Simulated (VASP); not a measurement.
Crystal: CsPbCl3.

```
CELL_PARAMETERS angstrom
5.60500 0.00000 0.00000
0.00000 5.60500 0.00000
0.00000 0.00000 5.60500
ATOMIC_POSITIONS crystal
Pb 0.50000 0.50000 0.50000
Cs 0.00000 0.00000 0.00000
Cl 0.50000 0.00000 0.50000
Cl 0.00000 0.50000 0.50000
Cl 0.50000 0.50000 0.00000
```

Program: VASP 6.6.1. Alike in all runs: no spin polarisation; cell as given; cutoff (eV) 520.

Order these runs on this cell by their band gap on the k mesh, lowest first.
A. level PBE; potentials or basis VASP PAW PBE potentials, release 64 (Pb_d, Cs_sv, Cl); k mesh 6 × 6 × 6; smearing gaussian 0.02 eV; ladder gaps
B. level HSE03; potentials or basis VASP PAW PBE potentials, release 64 (Pb_d, Cs_sv, Cl); k mesh 4 × 4 × 4; smearing gaussian 0.02 eV; ladder gaps; grid for exact exchange (PRECFOCK) Fast
C. level LDA; potentials or basis VASP PAW LDA potentials, release 64 (Pb_d, Cs_sv, Cl); k mesh 6 × 6 × 6; smearing gaussian 0.02 eV; ladder gaps
D. level r2SCAN-EpsX; potentials or basis VASP PAW PBE potentials, release 64 (Pb_d, Cs_sv, Cl); k mesh 4 × 4 × 4; smearing gaussian 0.02 eV; ladder gaps; grid for exact exchange (PRECFOCK) Fast; exchange at q = 0 truncated; share of exact exchange 0.2446
E. level PBEsol; potentials or basis VASP PAW PBE potentials, release 64 (Pb_d, Cs_sv, Cl); k mesh 5 × 5 × 5; smearing fermi-dirac 0.05 eV; ladder free

C (1.71 eV), A (1.94 eV), B (2.43 eV), E (2.86 eV), D (3.50 eV).

Caveats: spin-orbit coupling is left out, which as a rule narrows the gap of such compounds by several tenths of an eV; an odd mesh through Γ misses points on the zone boundary, where band edges often lie (some runs).

Not every run made on this cell is shown here.
